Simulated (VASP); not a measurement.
Runs of VASP 6.6.1 on AlN. The structure is cubic, space group F-43m (No. 216). The conventional cell has a = 4.368 Å, b = 4.368 Å, c = 4.368 Å, α = 90.00°, β = 90.00°, γ = 90.00°. Al (site symmetry -43m) is surrounded by 4 N at 1.89 Å. N (site symmetry -43m) has 4 Al at 1.89 Å as nearest neighbours. Measurements of this composition are mostly on another form, of space group No. 186.

```csv
task,level,potentials or basis,cell,k mesh,cutoff (eV),mesh quality,gap on the mesh (eV),pressure (GPa),relaxed volume (Å³/atom)
relaxation of cell and atoms,PBEsol,"VASP PAW PBE potentials, release 64 (Al, N)",relaxed,10 × 10 × 10,580,not flagged,3.18,0.0,10.48
relaxation of cell and atoms,PBE+D3(BJ),"VASP PAW PBE potentials, release 64 (Al, N)",relaxed,10 × 10 × 10,600,not flagged,3.32,0.0,10.43
relaxation of cell and atoms,PBEsol,"VASP PAW PBE potentials, release 64 (Al, N)",relaxed,10 × 10 × 10,600,not flagged,3.18,0.0,10.48
single point,PBEsol,"VASP PAW PBE potentials, release 64 (Al, N)",as given,10 × 10 × 10,520,not flagged,3.19,1.3,-
relaxation of cell and atoms,RPBE,"VASP PAW PBE potentials, release 64 (Al, N)",relaxed,10 × 10 × 10,600,not flagged,(a),0.0,(c)
relaxation of cell and atoms,LDA,"VASP PAW LDA potentials, release 64 (Al, N)",relaxed,10 × 10 × 10,600,not flagged,3.23,0.0,10.26
relaxation of cell and atoms,PBEsol,"VASP PAW PBE potentials, release 64 (Al, N_s)",relaxed,10 × 10 × 10,480,not flagged,3.19,0.0,10.48
relaxation of cell and atoms,PBEsol,"VASP PAW PBE potentials, release 64 (Al, N)",relaxed,4 × 4 × 4,600,coarse,(b),0.0,10.48
```

Alike in all rows: no spin polarisation; smearing gaussian 0.02 eV.

Estimate the missing entries.

(a) 3.34; (b) 3.15; (c) 10.83.

Caveats: some runs use coarse meshes; the PAW data sets were made with another functional, which shifts forces and pressure a little (some runs).

A k mesh can miss the band edges.
